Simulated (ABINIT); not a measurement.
Wanted: the native input for an ABINIT 10.8.3 (patched build) run.

- Task: equation of state
- Functional: RPBE
- Potentials or basis: JTH PAW PBE v2.0
- Cutoff: 762 eV
- k mesh: 10 × 10 × 10
- Occupations: fermi-dirac, width 0.05 eV
- Spin: collinear spin, ferromagnetic start
- Starting moments: [3.0] μB
- Fine-grid cutoff: 1360.57 eV

Cr:

```xyz
1
Lattice="-1.4844 1.4844 1.4844 1.4844 -1.4844 1.4844 1.4844 1.4844 -1.4844" Properties=species:S:1:pos:R:3 pbc="T T T"
Cr    0.0000    0.0000    0.0000
```

These files were run (other wordings do the same):

run.abi

```
# Datasets: one volume each
ndtset 7
getwfk -1
scalecart1 3*0.9795861087
scalecart2 3*0.9864848297
scalecart3 3*0.9932883884
scalecart4 3*1.0000000000
scalecart5 3*1.0066227096
scalecart6 3*1.0131594038
scalecart7 3*1.0196128224

# Pseudopotentials
pp_dirpath "./"
pseudos "Cr.GGA_PBE-JTH.xml"

# Structure
acell 3*1.0 Angstrom
rprim
    -1.4844496776     1.4844496776     1.4844496776
     1.4844496776    -1.4844496776     1.4844496776
     1.4844496776     1.4844496776    -1.4844496776
ntypat 1
znucl 24
natom 1
typat 1
xred
     0.0000000000     0.0000000000     0.0000000000

# Plane-wave basis
ecut 28.0
pawecutdg 50.0
pawxcdev 0

# k points
kptopt 1
ngkpt 10 10 10
nshiftk 1
shiftk 0.0 0.0 0.0

# Exchange and correlation
ixc 15

# Bands and occupations
nband 12
occopt 3
tsmear 0.05 eV

# Spin
nsppol 2
spinat
     0.0000000000     0.0000000000     3.0000000000

# SCF cycle
nstep 100
tolvrs 1.0e-9

# Output
iomode 3
prtwf 1
prtden 0
prteig 0
prtebands 0
enunit 2
```

Potentials or basis: JTH PAW PBE v2.0.

Command:

```bash
$ abinit run.abi > log 2>&1
```

Results of the run:

```json
{"Equilibrium volume": "11.77 Å³/atom (rough: see the caveat)", "Bulk modulus": "236 GPa (rough)"}
```

Caveat: pressures at fixed basis lie under the slope of the energies; the minimum lies outside the volumes run; the PAW data sets were made with another functional, which shifts forces and pressure a little.

Wall time 3.8 min on 1 thread of Arm Neoverse V2, on a shared host, peak memory 0.15 GiB.
